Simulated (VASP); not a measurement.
Calculation: PW91 GGA, VASP's PBE PAW potentials (set 64) (plane waves; VASP).

VASP input:

INCAR:
```
SYSTEM = CaF2
PREC = Accurate
ENCUT = 520
EDIFF = 1E-7
NELM = 100
ALGO = Normal
LREAL = .FALSE.
LASPH = .TRUE.
ISMEAR = -5
GGA = 91
LWAVE = .FALSE.
LCHARG = .TRUE.
LORBIT = 11
NEDOS = 601
ISIF = 2
LEFG = .TRUE.
```

File POSCAR:
```
CaF2
1
    0.0000000000     2.7524854476     2.7524854476
    2.7524854476    -0.0000000000     2.7524854476
    2.7524854476     2.7524854476     0.0000000000
Ca F
1 2
Direct
  1.0000000000   0.0000000000   1.0000000000
  0.2500000000   0.2500000000   0.2500000000
  0.7500000000   0.7500000000   0.7500000000
```

KPOINTS:
```
Regular mesh
0
gamma
  8 8 8
0 0 0
```

POTCAR, in this order: Ca_sv F (PBE.64 set). Program: vasp_std.

What VASP printed:

OSZICAR:
```
       N       E                     dE             d eps       ncg     rms          rms(c)
DAV:   1     0.221100787076E+03    0.22110E+03   -0.13918E+04   928   0.152E+03
DAV:   2    -0.957075182736E+01   -0.23067E+03   -0.22682E+03  1200   0.393E+02
DAV:   3    -0.185607704049E+02   -0.89900E+01   -0.89838E+01  1056   0.869E+01
DAV:   4    -0.189003367131E+02   -0.33957E+00   -0.33946E+00  1568   0.129E+01
DAV:   5    -0.189024664035E+02   -0.21297E-02   -0.21297E-02  1056   0.107E+00    0.815E+00
DAV:   6    -0.175065893515E+02    0.13959E+01   -0.76553E+00   968   0.194E+01    0.313E+00
DAV:   7    -0.175074287916E+02   -0.83944E-03   -0.19993E-01  1256   0.399E+00    0.167E+00
DAV:   8    -0.175233077731E+02   -0.15879E-01   -0.32857E-02  1192   0.226E+00    0.206E-01
DAV:   9    -0.175279612126E+02   -0.46534E-02   -0.90102E-03  1208   0.745E-01    0.136E-01
DAV:  10    -0.175289574677E+02   -0.99626E-03   -0.16964E-03  1112   0.297E-01    0.360E-02
DAV:  11    -0.175289671801E+02   -0.97125E-05   -0.12018E-04  1280   0.964E-02    0.172E-02
DAV:  12    -0.175289755236E+02   -0.83435E-05   -0.27200E-05  1120   0.488E-02    0.359E-03
DAV:  13    -0.175289760069E+02   -0.48325E-06   -0.52756E-06  1400   0.184E-02    0.438E-03
DAV:  14    -0.175289755497E+02    0.45721E-06   -0.12059E-06  1144   0.109E-02    0.678E-04
DAV:  15    -0.175289755615E+02   -0.11835E-07   -0.56755E-08   856   0.240E-03
   1 F= -.17528976E+02 E0= -.17528976E+02  d E =0.000000E+00
```

**OUTCAR**
```
------------------------ aborting loop because EDIFF is reached ----------------------------------------
  FORCE on cell =-STRESS in cart. coord.  units (eV):
  Direction    XX          YY          ZZ          XY          YZ          ZX
  --------------------------------------------------------------------------------------
  Total       -0.0132112     -0.0132112     -0.0132112     -0.0000000     -0.0000000      0.0000000
  in kB       -0.5075140     -0.5075140     -0.5075140     -0.0000000     -0.0000000      0.0000000
  external PRESSURE =      -0.5075140 kB  Pullay stress =       0.0000000 kB
  volume of cell :       41.71
      direct lattice vectors                 reciprocal lattice vectors
     0.000000000  2.752485448  2.752485448    -0.181654003  0.181654003  0.181654003
     2.752485448  0.000000000  2.752485448     0.181654003 -0.181654003  0.181654003
     2.752485448  2.752485448  0.000000000     0.181654003  0.181654003 -0.181654003
 POSITION                                       TOTAL-FORCE (eV/Angst)
 -----------------------------------------------------------------------------------
      0.00000      0.00000      0.00000         0.000000      0.000000      0.000000
      1.37624      1.37624      1.37624        -0.000000     -0.000000     -0.000000
      4.12873      4.12873      4.12873         0.000000      0.000000      0.000000
 -----------------------------------------------------------------------------------
    total drift:                                0.000000     -0.000000      0.000000
  FREE ENERGIE OF THE ION-ELECTRON SYSTEM (eV)
  ---------------------------------------------------
  free  energy   TOTEN  =       -17.5289755615 eV

  energy  without entropy=      -17.5289755615  energy(sigma->0) =      -17.52897556

 total charge

# of ion       s       p       d       tot
------------------------------------------
    1        2.019   5.866   0.206   8.091
    2        1.730   4.386   0.000   6.116
    3        1.730   4.386   0.000   6.116
--------------------------------------------------
tot          5.479  14.638   0.206  20.323

 Electric field gradients after diagonalization (V/A^2)
 (convention: |V_zz| > |V_xx| > |V_yy|)
----------------------------------------------------------------------
 ion       V_xx      V_yy      V_zz     asymmetry (V_yy - V_xx)/ V_zz
----------------------------------------------------------------------
   1       0.000     0.000    -0.000       0.000
   2       0.000     0.000    -0.001       0.000
   3       0.000     0.000    -0.001       0.000
```
(Selected blocks of OUTCAR.)

The compound is CaF2 in the fluorite structure. It was relaxed first.
